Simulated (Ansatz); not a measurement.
**In: energy and pressure over a range of volumes**

Aim: scale the cell of In up and down at fixed shape and fractional positions, and get the equilibrium volume and bulk modulus with PAW.

Computed with Ansatz 0.2.0 (DFT r²SCAN, scalar-relativistic, unless a step's input says otherwise).

## (1) The structure to begin with

The structure is tetragonal, space group I4/mmm (No. 139). Conventional cell: a = 3.259 Å, b = 3.259 Å, c = 4.986 Å, α = 90.00°, β = 90.00°, γ = 90.00°. In (site symmetry 4/mmm) has 12 In at 3.26 to 3.40 Å as nearest neighbours.

Structure file:

```cif
data_structure
_symmetry_space_group_name_H-M 'P 1'
_symmetry_Int_Tables_number 1
_cell_length_a 3.3951
_cell_length_b 3.3951
_cell_length_c 3.3951
_cell_angle_alpha 122.626
_cell_angle_beta 122.626
_cell_angle_gamma 85.509
_cell_volume 26.48
loop_
_atom_site_label
_atom_site_type_symbol
_atom_site_fract_x
_atom_site_fract_y
_atom_site_fract_z
_atom_site_occupancy
In1 In 0.00000 0.00000 0.00000 1
```

The cell is one relaxed in the Materials Project, used as it stands.

## (2) Volume × 0.9405, PAW

Input file input.yaml:

```yaml
crystal:
  lattice:
    - [-1.5967490426, 1.5967490426, 2.4424424774]
    - [1.5967490426, -1.5967490426, 2.4424424774]
    - [1.5967490426, 1.5967490426, -2.4424424774]
  atoms:
    - { symbol: In, position: [0.0, 0.0, 0.0] }
kpoints:
  mp_grid: { grid: [14, 14, 14] }
scf:
  occupations: { method: fermi_dirac, width: 0.03 }
hamiltonian:
  xc: r2scan
  pseudopotentials: { kind: paw }
output:
  forces: true
  stress: true
  eigenvalues: true
  efg: { contact_densities: true }
  write_density: true
  write_potential: true
  elf: true
  volumetric_format: npy
```

The run is started by

```
$ ansatz run input.yaml --threads 1 --pin off --max-ram 2048MiB --backend cpu --events-out ev --progress --plain --runs-dir out
```

Log (excerpt; [...] marks lines left out):

```text
In: output.efg is read without spin–orbit coupling, which moves field gradients at and beside such atoms by some per cent and up to a factor of two; PAW files take it under magnetization.noncollinear and magnetization.spin_orbit
[...]
Pseudopotentials: kind: paw
Pseudopotential: In, paw, valence charge 13, recommended cutoff 500 eV (meta_gga)
Functional definition: r2SCAN
[...]
Crystal: 1 atoms, lattice volume = 24.909 Å³
Basis set: ecut = 500 eV, 617 PW (Γ), exchange–correlation on 100×100×100 points (64 copies of the dense FFT grid, shifted against one another)
Bands: 11, of which v1, the nominal top of the filled ones, is band 7 counted from 1 (6 counted from 0)
Symmetry: 16 space group operations
Space group: I4/mmm (ITA 139), of the structure as read, at distance tolerance 2.9e-5 Å
k-points: 244 of 2744
[...]
SCF iter   1: F=—  HF=-5611.807212 eV  |F-HF|=—  |Δ(HF+E_count)|=         —  Δρ=8.05e-3  dr2=8.57e-3  dr2_τ=1.62e-3  ethr=1.77e-3  ⟨swp⟩=6.0  Hψ=16588  notcnv=0
[...]
SCF iter   6: F=-5611.812266 eV  HF=-5611.812266 eV  |F-HF|=3.39e-9  |Δ(HF+E_count)|=   8.55e-8  Δρ=3.32e-6  dr2=3.27e-9  dr2_τ=3.27e-11  ethr=3.87e-10  ⟨swp⟩=7.7  Hψ=15780  notcnv=0
[...]
SCF converged after 6 iterations
Free energy (F): -5611.812266 eV
[...]
E sigma→0 (E₀):  -5611.811762 eV
Entropy (-TS):   -0.001008 eV (-1.008 meV/atom)
Fermi energy:    10.978123 eV
[...]
--- Forces (eV/Å), atoms counted from 1 ---
  atom   1  In    -0.00000000     0.00000000     0.00000000
[...]
--- Stress (GPa, compression-positive) ---
        2.396264       0.000000       0.000000
        0.000000       2.396264       0.000000
        0.000000      -0.000000       2.894396
  P = ⅓ Tr σ = 2.5623 GPa (25.623 kbar)
--- Band table (eV; the first three rows and the last of 244) ---
  k-point 0: bands = ["-4.5028", "-4.3695", "-4.3695", "-4.2837", "-4.1469", "0.5240", "22.5374", "22.5374", "22.8068", "23.1485", "25.8689"]
[...]
```

Wall time 12 s (1 thread of Arm Neoverse V1, shared host); peak memory 0.43 GiB.

Read from it: pressure 2.56 GPa; no gap.

## (3) Volume × 0.97, PAW

Input file input.yaml:

```yaml
crystal:
  lattice:
    - [-1.613272172, 1.613272172, 2.4677168268]
    - [1.613272172, -1.613272172, 2.4677168268]
    - [1.613272172, 1.613272172, -2.4677168268]
  atoms:
    - { symbol: In, position: [0.0, 0.0, 0.0] }
kpoints:
  mp_grid: { grid: [14, 14, 14] }
scf:
  occupations: { method: fermi_dirac, width: 0.03 }
hamiltonian:
  xc: r2scan
  pseudopotentials: { kind: paw }
output:
  forces: true
  stress: true
  eigenvalues: true
  efg: { contact_densities: true }
```

The run is started by

```
$ ansatz run input.yaml --threads 1 --pin off --max-ram 2048MiB --backend cpu --events-out ev --progress --plain --runs-dir out
```

Log (excerpt; [...] marks lines left out):

```text
In: output.efg is read without spin–orbit coupling, which moves field gradients at and beside such atoms by some per cent and up to a factor of two; PAW files take it under magnetization.noncollinear and magnetization.spin_orbit
[...]
Pseudopotentials: kind: paw
Pseudopotential: In, paw, valence charge 13, recommended cutoff 500 eV (meta_gga)
Functional definition: r2SCAN
[...]
Crystal: 1 atoms, lattice volume = 25.690 Å³
Basis set: ecut = 500 eV, 641 PW (Γ), exchange–correlation on 100×100×100 points (64 copies of the dense FFT grid, shifted against one another)
Bands: 11, of which v1, the nominal top of the filled ones, is band 7 counted from 1 (6 counted from 0)
Symmetry: 16 space group operations
Space group: I4/mmm (ITA 139), of the structure as read, at distance tolerance 3.0e-5 Å
k-points: 244 of 2744
[...]
SCF iter   1: F=—  HF=-5611.816504 eV  |F-HF|=—  |Δ(HF+E_count)|=         —  Δρ=8.02e-3  dr2=8.66e-3  dr2_τ=1.39e-3  ethr=1.77e-3  ⟨swp⟩=6.0  Hψ=16658  notcnv=0
[...]
SCF iter   6: F=-5611.820742 eV  HF=-5611.820742 eV  |F-HF|=3.08e-9  |Δ(HF+E_count)|=   7.90e-8  Δρ=3.06e-6  dr2=2.89e-9  dr2_τ=3.97e-11  ethr=4.00e-10  ⟨swp⟩=4.6  Hψ=10982  notcnv=0
[...]
SCF converged after 6 iterations
Free energy (F): -5611.820742 eV
[...]
E sigma→0 (E₀):  -5611.820222 eV
Entropy (-TS):   -0.001040 eV (-1.040 meV/atom)
Fermi energy:    10.526025 eV
[...]
--- Forces (eV/Å), atoms counted from 1 ---
  atom   1  In     0.00000000    -0.00000000     0.00000000
[...]
--- Stress (GPa, compression-positive) ---
        0.787940      -0.000000       0.000000
       -0.000000       0.787940      -0.000000
       -0.000000       0.000000       1.312097
  P = ⅓ Tr σ = 0.9627 GPa (9.627 kbar)
--- Band table (eV; the first three rows and the last of 244) ---
  k-point 0: bands = ["-4.9086", "-4.7860", "-4.7860", "-4.7082", "-4.5801", "0.3036", "21.7922", "21.7922", "22.0417", "22.6458", "25.1304"]
[...]
```

Wall time 10 s (1 thread of Arm Neoverse V1, shared host); peak memory 0.44 GiB.

Read from it: pressure 0.96 GPa; no gap.

## (4) Volume × 1.03, PAW

input.yaml, as its differences from that of step 3:

```diff
@@ -2,5 +2,5 @@
   lattice:
-    - [-1.613272172, 1.613272172, 2.4677168268]
-    - [1.613272172, -1.613272172, 2.4677168268]
-    - [1.613272172, 1.613272172, -2.4677168268]
+    - [-1.6458723122, 1.6458723122, 2.5175831271]
+    - [1.6458723122, -1.6458723122, 2.5175831271]
+    - [1.6458723122, 1.6458723122, -2.5175831271]
   atoms:
```

The run is started by

```
$ ansatz run input.yaml --threads 1 --pin off --max-ram 2048MiB --backend cpu --events-out ev --progress --plain --runs-dir out
```

Log (excerpt; [...] marks lines left out):

```text
In: output.efg is read without spin–orbit coupling, which moves field gradients at and beside such atoms by some per cent and up to a factor of two; PAW files take it under magnetization.noncollinear and magnetization.spin_orbit
[...]
Pseudopotentials: kind: paw
Pseudopotential: In, paw, valence charge 13, recommended cutoff 500 eV (meta_gga)
Functional definition: r2SCAN
[...]
Crystal: 1 atoms, lattice volume = 27.279 Å³
Basis set: ecut = 500 eV, 717 PW (Γ), exchange–correlation on 108×108×108 points (64 copies of the dense FFT grid, shifted against one another)
Bands: 11, of which v1, the nominal top of the filled ones, is band 7 counted from 1 (6 counted from 0)
Symmetry: 16 space group operations
Space group: I4/mmm (ITA 139), of the structure as read, at distance tolerance 3.0e-5 Å
k-points: 244 of 2744
[...]
the search or the solves at the SCF's close seem to have found levels that the self-consistency loop had missed (the run counts 1). By its estimate they hold under 1e-12 electrons; where the run keeps them, the occupations were computed again with them
[...]
SCF converged after 6 iterations
Free energy (F): -5611.817251 eV
[...]
E sigma→0 (E₀):  -5611.816652 eV
Entropy (-TS):   -0.001197 eV (-1.197 meV/atom)
Fermi energy:    9.685354 eV
[...]
--- Forces (eV/Å), atoms counted from 1 ---
  atom   1  In    -0.00000000     0.00000000     0.00000000
[...]
--- Stress (GPa, compression-positive) ---
       -1.666909       0.000000       0.000000
        0.000000      -1.666909      -0.000000
        0.000000       0.000000      -1.198221
  P = ⅓ Tr σ = -1.5107 GPa (-15.107 kbar)
--- Band table (eV; the first three rows and the last of 244) ---
  k-point 0: bands = ["-5.6705", "-5.5663", "-5.5663", "-5.5021", "-5.3901", "-0.1039", "20.3897", "20.3897", "20.5949", "21.6982", "23.7561"]
[...]
```

Wall time 16 s (1 thread of Arm Neoverse V1, shared host); peak memory 0.46 GiB.

In short: pressure -1.51 GPa; no gap.

## (5) Volume × 1.06, PAW

input.yaml, as its differences from that of step 4:

```diff
@@ -2,5 +2,5 @@
   lattice:
-    - [-1.6458723122, 1.6458723122, 2.5175831271]
-    - [1.6458723122, -1.6458723122, 2.5175831271]
-    - [1.6458723122, 1.6458723122, -2.5175831271]
+    - [-1.6616989784, 1.6616989784, 2.5417921423]
+    - [1.6616989784, -1.6616989784, 2.5417921423]
+    - [1.6616989784, 1.6616989784, -2.5417921423]
   atoms:
```

The run is started by

```
$ ansatz run input.yaml --threads 1 --pin off --max-ram 2048MiB --backend cpu --events-out ev --progress --plain --runs-dir out
```

Log (excerpt; [...] marks lines left out):

```text
In: output.efg is read without spin–orbit coupling, which moves field gradients at and beside such atoms by some per cent and up to a factor of two; PAW files take it under magnetization.noncollinear and magnetization.spin_orbit
[...]
Pseudopotentials: kind: paw
Pseudopotential: In, paw, valence charge 13, recommended cutoff 500 eV (meta_gga)
Functional definition: r2SCAN
[...]
Crystal: 1 atoms, lattice volume = 28.074 Å³
Basis set: ecut = 500 eV, 717 PW (Γ), exchange–correlation on 108×108×108 points (64 copies of the dense FFT grid, shifted against one another)
Bands: 11, of which v1, the nominal top of the filled ones, is band 7 counted from 1 (6 counted from 0)
Symmetry: 16 space group operations
Space group: I4/mmm (ITA 139), of the structure as read, at distance tolerance 3.0e-5 Å
k-points: 244 of 2744
[...]
SCF iter   1: F=—  HF=-5611.804686 eV  |F-HF|=—  |Δ(HF+E_count)|=         —  Δρ=7.81e-3  dr2=8.88e-3  dr2_τ=9.14e-4  ethr=1.77e-3  ⟨swp⟩=6.0  Hψ=16682  notcnv=0
[...]
SCF iter   6: F=-5611.807399 eV  HF=-5611.807399 eV  |F-HF|=1.84e-9  |Δ(HF+E_count)|=   1.08e-7  Δρ=3.67e-6  dr2=3.92e-9  dr2_τ=7.51e-11  ethr=5.89e-10  ⟨swp⟩=4.8  Hψ=11731  notcnv=0
[...]
SCF converged after 6 iterations
Free energy (F): -5611.807399 eV
[...]
E sigma→0 (E₀):  -5611.806742 eV
Entropy (-TS):   -0.001314 eV (-1.314 meV/atom)
Fermi energy:    9.300610 eV
[...]
--- Forces (eV/Å), atoms counted from 1 ---
  atom   1  In    -0.00000000    -0.00000000     0.00000000
[...]
--- Stress (GPa, compression-positive) ---
       -2.566841       0.000000       0.000000
        0.000000      -2.566841       0.000000
        0.000000       0.000000      -2.161042
  P = ⅓ Tr σ = -2.4316 GPa (-24.316 kbar)
--- Band table (eV; the first three rows and the last of 244) ---
  k-point 0: bands = ["-6.0226", "-5.9260", "-5.9260", "-5.8676", "-5.7628", "-0.2894", "19.7404", "19.7404", "19.9230", "21.2592", "23.1261"]
[...]
```

Run time: 13 s. Hardware: 1 thread of Arm Neoverse V1, shared host; peak memory 0.46 GiB.

Result: pressure -2.43 GPa; no gap.

## (6) The equation of state

The rows at scale 1 come from earlier runs of the unscaled cell with the same settings.

```
method  volume (Å³/atom)  F above the lowest (meV/atom)  pressure (GPa)
   PAW            24.909                            9.8            2.56
   PAW            25.690                            1.3            0.96
   PAW            26.485                            0.0           -0.39
   PAW            27.279                            4.8           -1.51
   PAW            28.074                           14.7           -2.43
```

## (7) What came out

| quantity | value |
| --- | --- |
| equilibrium volume (PAW) | 26.239 Å³/atom |
| bulk modulus (PAW) | 43 GPa |
| its pressure derivative (PAW) | 5.2 |

In words: A third-order Birch-Murnaghan fit to the PAW pressures puts zero pressure at 26.24 Å³/atom, -0.9 % from the given cell, with a bulk modulus of 43 GPa. Shape and positions are held, so a fully relaxed modulus can be lower. No thermal or zero-point expansion is included.
